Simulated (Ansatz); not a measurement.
Set up this calculation in Ansatz 0.2.0, as the native input.

```
Task                : relaxation of cell and atoms
Functional          : PBEsol
Dispersion          : D3(BJ)
Potentials or basis : Ansatz PAW
Cutoff              : 420 eV (not typed: the program's choice for these potentials)
k mesh              : 10 × 10 × 1
Occupations         : fermi-dirac, width 0.05 eV
Spin                : no spin polarisation
```

Slab: WS2, a slab with vacuum.

```
W S
1.0
     3.18295    0.00000    0.00000
    -1.59148    2.75652    0.00000
     0.00000    0.00000   28.53222
W S
3 6
Direct
  0.66667 0.33333 0.43436
  0.66667 0.33333 0.88553
  0.00000 0.00000 0.65929
  0.66667 0.33333 0.60463
  0.00000 0.00000 0.37971
  0.00000 0.00000 0.83085
  0.66667 0.33333 0.71395
  0.00000 0.00000 0.48903
  0.00000 0.00000 0.94019
```

The input as run:

input.yaml

```yaml
crystal:
  lattice:
    - [3.1829541699, 0.0, 0.0]
    - [-1.591477085, 2.7565191702, 0.0]
    - [0.0, 0.0, 28.53221786]
  atoms:
    - { symbol: W, position: [0.6666666667, 0.3333333333, 0.43436168] }
    - { symbol: W, position: [0.6666666667, 0.3333333333, 0.88553378] }
    - { symbol: W, position: [0.0, 0.0, 0.65928643] }
    - { symbol: S, position: [0.6666666667, 0.3333333333, 0.60462521] }
    - { symbol: S, position: [0.0, 0.0, 0.37971025] }
    - { symbol: S, position: [0.0, 0.0, 0.83084828] }
    - { symbol: S, position: [0.6666666667, 0.3333333333, 0.71395221] }
    - { symbol: S, position: [0.0, 0.0, 0.48903042] }
    - { symbol: S, position: [0.0, 0.0, 0.94018573] }
hamiltonian:
  xc: pbesol
  pseudopotentials: { kind: paw }
  dispersion: d3bj
kpoints:
  mp_grid: { grid: [10, 10, 1] }
scf:
  occupations: { method: fermi_dirac, width: 0.05 }
output:
  forces: true
  stress: true
  eigenvalues: true
  write_density: true
  write_potential: true
  elf: true
  volumetric_format: npy
relax:
  f_tol: 0.01
  max_steps: 40
  cell: { stress_tol: 0.05 }
```

Potentials or basis: Ansatz PAW.

Command:

```console
$ ansatz run input.yaml --threads 4 --pin off --max-ram 11264MiB --backend cpu --events-out ev --progress --plain --runs-dir out
```

Results of the run:

The relaxed volume is 25.36 Å³/atom and the relaxed cell is a = 3.118 Å, b = 3.118 Å, c = 27.118 Å, α = 90.00°, β = 90.00°, γ = 120.00°. The space group after relaxing (to 0.05 Å) is P-6m2 (No. 187). The energy gained by relaxing is 32.3 meV/atom, the ionic steps are 5 and the largest force after relaxing is 0.010 eV/Å. The band gap on the k mesh is 1.00 eV, indirect (least direct gap 2.27 eV).

Caveat: the plane-wave basis is chosen anew once the cell has moved, so the energies of steps on either side of that aren't comparable; spin-orbit coupling is left out, which moves the levels of the heavy elements; the PAW data sets come from PBE, with cores solved anew for the run's functional, which leaves a small shift of forces and pressure.

Wall time 27 s on 4 threads of Arm Neoverse V2, with other jobs on the host, peak memory 0.67 GiB.
